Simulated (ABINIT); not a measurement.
# Sb (I4/mcm) in ABINIT: band structure with LDA

Aim: the band structure of Sb with LDA.

All numbers are computed with ABINIT 10.8.3 (patched build); they aren't measurements. Logs are shortened: lines on timing, memory, paths and dates and some standing lists are left out, and cuts for length are marked. The log counts tension as positive stress, the text compression.

## (1) Starting point

Symmetry: I4/mcm, No. 140, tetragonal system. The conventional cell has a = 8.060 Å, b = 8.060 Å, c = 4.051 Å, α = 90.00°, β = 90.00°, γ = 90.00°. Sb (site symmetry m2m) is surrounded by 7 Sb at 3.03 to 3.45 Å.

This isn't the form of Sb at room conditions, which is rhombohedral.

## (2) Band structure, LDA

run.abi

```
ndtset 2

pp_dirpath "./"
pseudos "Sb.LDA_PW-JTH.xml"

acell 11.4300421639 11.4300421639 11.4300421639
rprim
    -0.6662806915     0.6662806915     0.3348732301
     0.6662806915    -0.6662806915     0.3348732301
     0.6662806915     0.6662806915    -0.3348732301
ntypat 1
znucl 51
natom 4
typat 1 1 1 1
xcart
     1.2191834838     5.2491941281     0.0000000000
     2.8108271605     1.2191834838     0.0000000000
     2.8108271605    -1.2191834838     2.0254867038
     1.2191834838     2.8108271605     2.0254867038 Angstrom

ecut 435.382180 eV
pawecutdg 32.0

ixc 7

occopt 3
tsmear 0.05 eV

nstep 100

iomode 3
prtwf 0
prteig 0
prtebands 0
prtden1 1
prtvha1 1
prtvclmb1 1
prtpot1 1

kptopt1 1
ngkpt1 7 7 7
nshiftk1 1
shiftk1 0.0 0.0 0.0
nband1 36
tolvrs1 1.0e-9

iscf2 -2
getden2 1
nband2 42
nbdbuf2 4
tolwfr2 1.0e-11
kptopt2 -8
ndivsm2 8
prteig2 1
kptbounds2
     0.0000000000     0.0000000000     0.0000000000
     0.0000000000     0.0000000000     0.5000000000
    -0.5000000000     0.5000000000     0.5000000000
     0.0000000000     0.0000000000     0.0000000000
     0.3131518991     0.3131518991    -0.3131518991
     0.2500000000     0.2500000000     0.2500000000
     0.0000000000     0.5000000000     0.0000000000
    -0.3131518991     0.6868481009     0.3131518991
    -0.5000000000     0.5000000000     0.5000000000
```

Potentials or basis: JTH PAW LDA v2.0.

Launch:

```sh
$ abinit run.abi > log 2>&1
```

run.abo:

```text
.Version 10.8.3 of ABINIT
 DATASET    1 : space group I4/m c m (#140); Bravais tI (body-center tetrag.)
================================================================================
 Values of the parameters that define the memory need for DATASET  1.
     intxc =       0    ionmov =       0      iscf =      17    lmnmax =      18
     lnmax =       6     mgfft =      45  mpssoang =       3    mqgrid =    3001
     natom =       4  nloc_mem =       2    nspden =       1   nspinor =       1
    nsppol =       1      nsym =      16    n1xccc =       1    ntypat =       1
    occopt =       3   xclevel =       1
       mpw =        2731          nfft =       91125          nkpt =          40
 PAW method is used; the additional fine FFT grid is defined by:
   mgfftf=        60    nfftf =    216000
================================================================================
================================================================================

 DATASET    2 : space group I4/m c m (#140); Bravais tI (body-center tetrag.)
================================================================================
 Values of the parameters that define the memory need for DATASET  2.
     intxc =       0    ionmov =       0      iscf =      -2    lmnmax =      18
     lnmax =       6     mgfft =      45  mpssoang =       3    mqgrid =    3001
     natom =       4  nloc_mem =       2    nspden =       1   nspinor =       1
    nsppol =       1      nsym =      16    n1xccc =       1    ntypat =       1
    occopt =       3   xclevel =       1
       mpw =        2742          nfft =       91125          nkpt =         100
 PAW method is used; the additional fine FFT grid is defined by:
   mgfftf=        60    nfftf =    216000
================================================================================
================================================================================

--------------------------------------------------------------------------------
------------- Echo of variables that govern the present computation ------------
--------------------------------------------------------------------------------
 -outvars: echo values of preprocessed input variables --------
            acell      1.1430042164E+01  1.1430042164E+01  1.1430042164E+01 Bohr
              amu      1.21753000E+02
             ecut      1.60000000E+01 Hartree
           getden1          0
           getden2          1
             iscf1         17
             iscf2         -2
                       outvar_i_n : Printing only first  50 k-points.
              ixc           7
           jdtset        1    2
                       outvar_i_n : Printing only first  50 k-points.
           kptopt1          1
           kptopt2         -8
         kptrlatt        7    0    0      0    7    0      0    0    7
          kptrlen1     5.35866120E+01
          kptrlen2     3.00000000E+01
            natom           4
            nband1         36
            nband2         42
           nbdbuf1          0
           nbdbuf2          4
           ndtset           2
           ndivsm1          0
           ndivsm2          8
            ngfft          45      45      45
          ngfftdg          60      60      60
             nkpt1         40
             nkpt2        100
            nstep         100
             nsym          16
           ntypat           1
           occopt           3
        pawecutdg      3.20000000E+01 Hartree
        prtebands           0
           prteig1          0
           prteig2          1
           prtpot1          1
           prtpot2          0
         prtvclmb1          1
         prtvclmb2          0
           prtvha1          1
           prtvha2          0
            prtwf           0
            rprim     -6.6628069150E-01  6.6628069150E-01  3.3487323010E-01
                       6.6628069150E-01 -6.6628069150E-01  3.3487323010E-01
                       6.6628069150E-01  6.6628069150E-01 -3.3487323010E-01
           shiftk1     0.00000000E+00  0.00000000E+00  0.00000000E+00
           shiftk2     5.00000000E-01  5.00000000E-01  5.00000000E-01
          spgroup         140
           tolvrs1     1.00000000E-09
[... 1665 lines left out ...]
 Non-SCF case, kpt  100 ( -0.50000  0.50000  0.50000), residuals and eigenvalues=
  3.70E-12  6.45E-12  5.86E-12  3.92E-12  8.93E-12  4.06E-12  3.99E-12  3.57E-12
  7.72E-12  2.88E-12  4.90E-12  7.52E-12  2.76E-12  2.44E-12  2.77E-12  5.29E-12
  5.49E-12  4.66E-12  8.78E-12  4.53E-12  5.03E-12  6.30E-12  8.73E-12  2.86E-12
  2.78E-12  4.83E-12  4.50E-12  2.69E-12  3.44E-12  3.15E-12  4.48E-12  5.04E-12
  7.40E-12  5.86E-12  4.67E-12  4.63E-12  2.06E-12  4.62E-12  4.84E-12  2.64E-10
  7.22E-09  3.76E-08
 -8.6065E-01 -8.5790E-01 -8.5694E-01 -8.5664E-01 -8.5662E-01 -8.5652E-01
 -8.5631E-01 -8.5631E-01 -8.5616E-01 -8.5616E-01 -8.5512E-01 -8.5512E-01
 -8.5473E-01 -8.5437E-01 -8.5372E-01 -8.5356E-01 -8.5356E-01 -8.5252E-01
 -8.5197E-01 -8.5197E-01 -1.9735E-01 -1.8303E-01 -1.8303E-01  1.1244E-02
  5.2066E-02  1.0362E-01  1.5997E-01  1.5997E-01  2.1202E-01  2.3705E-01
  2.7428E-01  2.8032E-01  2.8032E-01  2.8210E-01  2.8210E-01  3.1562E-01
  3.5036E-01  3.9866E-01  4.1096E-01  4.4917E-01  4.4917E-01  4.6235E-01

--- !ResultsGS
iteration_state: {dtset: 2, }
comment   : Summary of ground state results
lattice_vectors:
- [ -7.6156164,   7.6156164,   3.8276151, ]
- [  7.6156164,  -7.6156164,   3.8276151, ]
- [  7.6156164,   7.6156164,  -3.8276151, ]
lattice_lengths: [  11.43004,   11.43004,   11.43004, ]
lattice_angles: [ 96.439,  96.439, 140.870, ] # degrees, (23, 13, 12)
lattice_volume:   8.8797017E+02
convergence: {deltae:  0.000E+00, res2:  0.000E+00, residm:  9.995E-12, diffor:  0.000E+00, }
etotal    :  -3.31113400E+02
entropy   :   0.00000000E+00
fermie    :   2.08031155E-01
cartesian_stress_tensor: null
pressure_GPa: null
xred      :
- [  6.5126E-01,   1.5126E-01,   8.0253E-01, Sb]
- [  1.5126E-01,   3.4874E-01,   5.0000E-01, Sb]
- [  3.4874E-01,   8.4874E-01,   1.9747E-01, Sb]
- [  8.4874E-01,   6.5126E-01,   5.0000E-01, Sb]
cartesian_forces: null
force_length_stats: {min: null, max: null, mean: null, }
...

 Integrated electronic density in atomic spheres:
 ------------------------------------------------
 Atom  Sphere_radius  Integrated_density
    1        2.40089         12.41974503
    2        2.40089         12.41974503
    3        2.40089         12.41974503
    4        2.40089         12.41974503

================================================================================

 ----iterations are completed or convergence reached----

 Mean square residual over all n,k,spin=   54.241E-13; max=  99.946E-13
 reduced coordinates (array xred) for    4 atoms
       0.651263060345      0.151263060345      0.802526120396
       0.151263060345      0.348736940302      0.500000000353
       0.348736940302      0.848736940302      0.197473880311
       0.848736940302      0.651263060345      0.500000000353

 cartesian coordinates (angstrom) at end:
    1      1.21918348451210     5.24919412596369     0.00000000059408
    2      2.81082715978790     1.21918348451210     0.00000000059408
    3      2.81082715978790    -1.21918348166369     2.02548670320592
    4      1.21918348451210     2.81082715978790     2.02548670320592
 length scales= 11.430042163900 11.430042163900 11.430042163900 bohr
              =  6.048517828693  6.048517828693  6.048517828693 angstroms
 Eigenvalues (hartree) for nkpt= 100  k points:
 kpt#   1, nband= 42, wtk=  1.00000, kpt=  0.0000  0.0000  0.0000 (reduced coord)
  -0.85884   -0.85884   -0.85747   -0.85723   -0.85723   -0.85719   -0.85622   -0.85552
  -0.85531   -0.85531   -0.85523   -0.85507   -0.85405   -0.85405   -0.85393   -0.85385
  -0.85385   -0.85343   -0.85342   -0.85086   -0.25207   -0.12977   -0.08521   -0.08521
   0.03355    0.15193    0.16621    0.16621    0.17157    0.17420    0.17420    0.19427
   0.30578    0.30578    0.32758    0.33529    0.41533    0.46101    0.46928    0.46928
   0.54046    0.55851
 kpt#   2, nband= 42, wtk=  1.00000, kpt=  0.0000  0.0000  0.0455 (reduced coord)
  -0.85885   -0.85884   -0.85746   -0.85730   -0.85723   -0.85712   -0.85623   -0.85556
  -0.85538   -0.85527   -0.85515   -0.85509   -0.85408   -0.85402   -0.85396   -0.85385
  -0.85382   -0.85343   -0.85341   -0.85087   -0.25180   -0.13127   -0.08513   -0.08445
   0.03480    0.14754    0.16501    0.16530    0.17062    0.17417    0.18142    0.19488
   0.30440    0.30578    0.33032    0.33611    0.41377    0.46157    0.46530    0.46934
   0.53110    0.55835
 kpt#   3, nband= 42, wtk=  1.00000, kpt=  0.0000  0.0000  0.0909 (reduced coord)
  -0.85888   -0.85885   -0.85744   -0.85738   -0.85721   -0.85702   -0.85627   -0.85564
  -0.85545   -0.85519   -0.85513   -0.85505   -0.85415   -0.85402   -0.85392   -0.85385
[... 669 lines left out ...]
 kpt#  99, nband= 42, wtk=  1.00000, kpt= -0.4844  0.5156  0.4844 (reduced coord)
  -0.86063   -0.85789   -0.85699   -0.85661   -0.85660   -0.85654   -0.85631   -0.85631
  -0.85615   -0.85615   -0.85514   -0.85514   -0.85470   -0.85436   -0.85373   -0.85357
  -0.85357   -0.85253   -0.85197   -0.85197   -0.19704   -0.18273   -0.18273    0.00877
   0.05242    0.10568    0.16030    0.16030    0.20513    0.24308    0.26557    0.26557
   0.27422    0.29616    0.29616    0.31529    0.34876    0.40034    0.41127    0.45021
   0.45021    0.46604
 kpt# 100, nband= 42, wtk=  1.00000, kpt= -0.5000  0.5000  0.5000 (reduced coord)
  -0.86065   -0.85790   -0.85694   -0.85664   -0.85662   -0.85652   -0.85631   -0.85631
  -0.85616   -0.85616   -0.85512   -0.85512   -0.85473   -0.85437   -0.85372   -0.85356
  -0.85356   -0.85252   -0.85197   -0.85197   -0.19735   -0.18303   -0.18303    0.01124
   0.05207    0.10362    0.15997    0.15997    0.21202    0.23705    0.27428    0.28032
   0.28032    0.28210    0.28210    0.31562    0.35036    0.39866    0.41096    0.44917
   0.44917    0.46235

== END DATASET(S) ==============================================================
================================================================================

 -outvars: echo values of variables after computation  --------
            acell      1.1430042164E+01  1.1430042164E+01  1.1430042164E+01 Bohr
           etotal1    -3.3111339951E+02
            fcart1    -5.7620747107E-04 -5.7620747107E-04  1.1309099654E-19
                       5.7620747107E-04 -5.7620747107E-04 -3.8653441037E-19
                       5.7620747107E-04  5.7620747107E-04  1.0632621104E-19
                      -5.7620747107E-04  5.7620747107E-04  1.6711720280E-19
            rprim     -6.6628069150E-01  6.6628069150E-01  3.3487323010E-01
                       6.6628069150E-01 -6.6628069150E-01  3.3487323010E-01
                       6.6628069150E-01  6.6628069150E-01 -3.3487323010E-01
           strten1     6.3148279593E-05  6.3148279593E-05  6.8673945718E-05
                       0.0000000000E+00  0.0000000000E+00  0.0000000000E+00
           xangst      1.2191834845E+00  5.2491941260E+00  5.9408339095E-10
                       2.8108271598E+00  1.2191834845E+00  5.9408335639E-10
                       2.8108271598E+00 -1.2191834817E+00  2.0254867032E+00
                       1.2191834845E+00  2.8108271598E+00  2.0254867032E+00
             xred      6.5126306034E-01  1.5126306034E-01  8.0252612040E-01
                       1.5126306034E-01  3.4873694030E-01  5.0000000035E-01
                       3.4873694030E-01  8.4873694030E-01  1.9747388031E-01
                       8.4873694030E-01  6.5126306034E-01  5.0000000035E-01
 Calculation completed.
```

It took 8.1 min on 1 thread of Arm Neoverse V2, shared host; peak memory 0.29 GiB.

Results:

```
Free energy                                           : -9010.0546 eV
Pressure                                              : -1.9 GPa
Largest force                                         : 0.042 eV/Å
Band gap on the k mesh                                : none (metal or under the smearing width)
Valence electrons inside the program's atomic spheres : Sb 12.42 (radii [1.2705] Å)
```

Forces in eV/Å, atoms in the order of the input:
```
Sb  -0.030 -0.030  0.000
Sb   0.030 -0.030  0.000
Sb   0.030  0.030  0.000
Sb  -0.030  0.030  0.000
```

Stress tensor (GPa, compression positive):
```
-1.86  0.00  0.00
 0.00 -1.86  0.00
 0.00  0.00 -2.02
```

Levels at the corners of the path, in eV from the Fermi level:
```csv
point,band 27,band 28,band 29,band 30,band 31,band 32,band 33,band 34
Γ,-1.14,-1.14,-0.99,-0.92,-0.92,-0.37,2.66,2.66
X,-2.29,-2.20,-0.96,0.13,0.23,2.02,2.02,2.93
M,-1.31,-1.31,0.11,0.79,1.80,1.97,1.97,2.02
Γ,-1.14,-1.14,-0.99,-0.92,-0.92,-0.37,2.66,2.66
Z,-2.84,-2.84,-0.83,-0.11,-0.09,-0.09,1.09,3.44
P,-3.77,-3.77,-0.77,-0.77,0.16,0.16,2.73,2.73
N,-2.25,-2.25,-1.05,-1.05,-0.42,-0.42,2.63,2.63
Z1,-2.84,-2.84,-0.83,-0.11,-0.09,-0.09,1.09,3.44
M,-1.31,-1.31,0.11,0.79,1.80,1.97,1.97,2.02
```

Caveat: spin-orbit coupling is left out, which moves the levels of the heavy elements.
